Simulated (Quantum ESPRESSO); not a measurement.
CsI under changes of volume

One of the cells (47.619 Å³/atom); the others are scaled copies at fixed shape and fractional positions:

```
CELL_PARAMETERS angstrom
4.56670 0.00000 0.00000
0.00000 4.56670 0.00000
0.00000 0.00000 4.56670
ATOMIC_POSITIONS crystal
Cs 0.00000 0.00000 0.00000
I 0.50000 0.50000 0.50000
```

| Item | Value |
| --- | --- |
| Program | Quantum ESPRESSO 7.5 |
| Functional | rev-vdW-DF2 |
| Potentials or basis | PseudoDojo 0.4.1 SR PBE standard |
| Cutoff | 952 eV |
| Density cutoff | 3810 eV |
| k mesh | 6 × 6 × 6 |
| Occupations | fermi-dirac, width 0.05 eV |
| Spin | no spin polarisation |

| volume (Å³/atom) | energy over the lowest point (meV/atom) | pressure (GPa) | gap on the mesh (eV) |
| --- | --- | --- | --- |
| 44.762 | 3.97 | 0.7 | 3.97 |
| 45.714 | 1.06 | 0.3 | 3.91 |
| 46.666 | 0.00 | 0.0 | 3.83 |
| 47.619 | ? | ? | ? |
| 48.571 | 2.61 | -0.5 | 3.69 |
| 49.523 | 5.91 | -0.7 | 3.63 |
| 50.476 | 10.34 | -0.8 | 3.57 |

Question: What does the run at 47.619 Å³/atom give?

Answer: Energy over the lowest point 0.58 meV/atom; pressure -0.2 GPa; gap on the mesh 3.76 eV.

Worked out: A Birch-Murnaghan fit of order 3 (a polynomial in V^(-2/3)) to the other rows has its minimum at 46.79 Å³/atom with B0 = V·E''(V) = 13.3 GPa and B' = 5.1. It gives 0.58 meV/atom at 47.619 Å³/atom, against the run's 0.58, and -dE/dV = -0.2 GPa, against -0.2. A straight line through the other rows of the gap, of slope -3.39 eV per unit of ln V, gives 3.76 eV, against the run's 3.76.

Energies are extrapolated to zero smearing.

Caveats: the potentials were made for another functional, which shifts forces and pressure; spin-orbit coupling is left out, which moves the levels of the heavy elements.

A mesh can miss the band edges.
